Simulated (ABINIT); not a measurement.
Here is an ABINIT 10.8.3 (patched build) calculation.

run.abi

```
# Datasets: ground state, then fixed potential
ndtset 2

# Pseudopotentials
pp_dirpath "./"
pseudos "Sr.GGA_PBE-JTH.xml, O.GGA_PBE-JTH.xml"

# Structure
acell 3*1.0
rprim
     0.0000000000     4.8496041536     4.8496041536
     4.8496041536     0.0000000000     4.8496041536
     4.8496041536     4.8496041536     0.0000000000
ntypat 2
znucl 38 8
natom 2
typat 1 2
xred
     0.5000000000     0.5000000000     0.5000000000
     0.0000000000     0.0000000000     0.0000000000

# Plane-wave basis
ecut 761.918815 eV
pawecutdg 50.0

# Exchange and correlation
ixc -497498
usekden 1
pawxcdev 0

# Bands and occupations
occopt 3
tsmear 0.00183747

# SCF cycle
nstep 100

# Output
iomode 3
prtwf 0
prteig 0
prtebands 0
prtden1 1
prtkden1 1

# Dataset 1
kptopt1 1
ngkpt1 9 9 9
nshiftk1 1
shiftk1 0.0 0.0 0.0
nband1 12
tolvrs1 1.0e-7

# Dataset 2: bands along G-X-W-K-G-L-U-W-L-K
iscf2 -2
getden2 1
getkden2 1
nband2 16
nbdbuf2 2
tolwfr2 1.0e-12
kptopt2 -9
ndivsm2 5
prteig2 1
kptbounds2
     0.0000000000     0.0000000000     0.0000000000
     0.5000000000     0.0000000000     0.5000000000
     0.5000000000     0.2500000000     0.7500000000
     0.3750000000     0.3750000000     0.7500000000
     0.0000000000     0.0000000000     0.0000000000
     0.5000000000     0.5000000000     0.5000000000
     0.6250000000     0.2500000000     0.6250000000
     0.5000000000     0.2500000000     0.7500000000
     0.5000000000     0.5000000000     0.5000000000
     0.3750000000     0.3750000000     0.7500000000
```

Potentials or basis: JTH PAW PBE v2.0.

The run is started by

```console
$ abinit run.abi > log 2>&1
```

(1) Predict the band gap on the k mesh.

(2) What does it give for the band gap along the path?

## Answers

(1) 3.85 eV, indirect (least direct gap 3.93 eV).

(2) 3.80 eV, indirect (least direct gap 3.87 eV).
